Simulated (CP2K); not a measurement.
Cu2O (Cuprite):

```
CELL_PARAMETERS angstrom
4.26000 0.00000 0.00000
0.00000 4.26000 0.00000
0.00000 0.00000 4.26000
ATOMIC_POSITIONS crystal
Cu 0.75000 0.25000 0.75000
Cu 0.75000 0.75000 0.25000
Cu 0.25000 0.75000 0.75000
Cu 0.25000 0.25000 0.25000
O 0.50000 0.50000 0.50000
O 0.00000 0.00000 0.00000
```

Base run:

```yaml
Program: CP2K 2026.2
Functional: PBEsol
Potentials_or_basis: POTENTIAL_UZH Cu GTH-PBE-q11, O GTH-PBE-q6; TZVP-MOLOPT-PBE-GTH basis
Density_cutoff: 8163 eV
k_mesh: 6 × 6 × 6
Occupations: fermi-dirac, width 0.05 eV
Spin: no spin polarisation
```

Its results: band gap on the k mesh 0.40 eV, direct; pressure -0.9 GPa.

Problem. The run is repeated on the same cell with these changes: functional from PBEsol to PBE. What comes out?

Solution. Band gap on the k mesh 0.47 eV, direct; pressure 5.1 GPa.

PBE binds less tightly than PBEsol, so the same cell stands under more pressure.

Caveats: the basis of atomic orbitals isn't converged, which shifts pressures, moduli and gaps; the potentials were made for another functional, which shifts forces and pressure (some runs).
